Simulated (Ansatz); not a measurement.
## AlNi in Ansatz: the effect of Hubbard term

AlNi:

```
Ni Al
1.0
     2.88100    0.00000    0.00000
     0.00000    2.88100    0.00000
     0.00000    0.00000    2.88100
Ni Al
1 1
Direct
  0.50000 0.50000 0.50000
  0.00000 0.00000 0.00000
```

Alike in all runs:

| Item | Value |
| --- | --- |
| Program | Ansatz 0.2.0 |
| Task | density of states |
| Functional | PBEsol |
| Potentials or basis | all-electron LAPW, scalar-relativistic |
| Cutoff | 255 eV (chosen from the basis error) |
| Basis error allowed | 0.001 eV/atom |
| k mesh | 9 × 9 × 9 |
| Occupations | fermi-dirac, width 0.05 eV |
| Spin | collinear spin, ferromagnetic start |
| Starting moments | [1.0, 0.0] μB |

```tsv
Hubbard term	pressure (GPa)
none	?
Ni d U = 2 eV	-4.0
Ni d U = 4 eV	-4.4
Ni d U = 6 eV	-4.6
Ni d U = 8 eV	-4.5
```

Q: What does the run with Hubbard term none give?

A: Pressure -3.4 GPa.

Worked out: A parabola through the other rows of the pressure, of slope -0.398 GPa per eV there, extrapolates to -3.3 GPa, against the run's -3.4.

Caveats: the starting moments weren't kept; the magnetic state may not be the lowest (some runs); U is the effective U less J, on atomic orbitals that reach past the spheres (some runs); the U is typed as a test and isn't derived for this compound (some runs).
